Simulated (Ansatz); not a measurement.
## CuI (F-43m): from strained cells to moduli

```yaml
crystal:
  lattice:
    - [0.00000, 2.96953, 2.96953]
    - [2.96953, 0.00000, 2.96953]
    - [2.96953, 2.96953, 0.00000]
  atoms:
    - { symbol: Cu, position: [0.75000, 0.75000, 0.75000] }
    - { symbol: I, position: [0.00000, 0.00000, 0.00000] }
```

Computed, not measured; unless marked otherwise by PBEsol, all-electron LAPW in Ansatz 0.2.0, scalar-relativistic. k mesh 8×8×8, fixed occupations, basis error target 1 meV/atom. The cell was relaxed by PAW under this functional, which moved its volume by -6 % from the database entry's. This phase needn't be the one found at ambient conditions.

The cell is cubic and carries a residual pressure of 0.02 GPa at this level. Each strain component that symmetry leaves independent is applied at ±0.003, the ions relax wherever a strain frees them, and the stress (tension positive, GPa) is read. Shears are engineering strains, γ = 2ε.

| strain | size | σxx | σyy | σzz | σyz | σxz | σxy |
| --- | --- | --- | --- | --- | --- | --- | --- |
| xx | -0.003 | -0.2093 | -0.1511 | -0.1511 | 0.0000 | 0.0000 | 0.0000 |
| xx | +0.003 | 0.1654 | 0.1064 | 0.1064 | 0.0000 | 0.0000 | 0.0000 |
| yz | -0.003 | -0.0210 | -0.0209 | -0.0209 | -0.0723 | 0.0000 | 0.0000 |
| yz | +0.003 | -0.0210 | -0.0209 | -0.0209 | 0.0723 | 0.0000 | 0.0000 |

A central difference gives one constant, for example C11 ≈ (0.1654 − (-0.2093))/(0.006) = 62.5 GPa; the program then imposes the crystal's symmetry on the whole matrix.

Q: What are the independent elastic constants?

A: C11 = 62.5, C12 = 42.9, C44 = 24.1 GPa.

Q: Do they meet the Born conditions?

A: C11 − C12 = 19.5, C11 + 2C12 = 148.3 and C44 = 24.1 GPa must all be positive, so the crystal is elastically stable; that says nothing yet of its phonons.

Q: What moduli does a random aggregate of grains have?

A: B = (C11 + 2C12)/3 = 49.4 GPa. G_V = (C11 − C12 + 3C44)/5 = 18.4 and G_R = 5(C11 − C12)C44/(4C44 + 3(C11 − C12)) = 15.2, so G_H = 16.8 GPa. Then E = 9BG/(3B + G) = 45.2 GPa, ν = (3B − 2G)/(6B + 2G) = 0.348 and B/G = 2.95, on the ductile side of Pugh's 1.75 (a rule of thumb, made for metals; it doesn't predict ductility here).

Q: With the density of 6.038 g/cm³, how fast does sound travel, and what Debye temperature follows?

A: 

```csv
direction,slow (m/s),middle (m/s),fast (m/s)
[100],1998,1998,3216
[110],1272,1998,3566
[111],1552,1552,3675
```

The mean of v⁻³ over directions and branches gives v_m = 1851 m/s and θ_D = (ħ/k_B) v_m (6π²n)^(1/3) = 186 K, n being atoms per volume. Young's modulus spans 28 to 62 GPa over directions, and the universal anisotropy index is 1.05.

Q: How far do the constants move if PAW replaces LAPW in the same cell?

A: 

| constant | LAPW (GPa) | PAW (GPa) | difference |
| --- | --- | --- | --- |
| C11 | 62.5 | 62.4 | -0.1 |
| C12 | 42.9 | 43.0 | 0.1 |
| C44 | 24.1 | 24.1 | 0.0 |

Known limits: constants at zero field, no piezoelectric stiffening; the frozen-core PAW files of the compared runs were fitted under PBE, their cores solved anew for this functional.
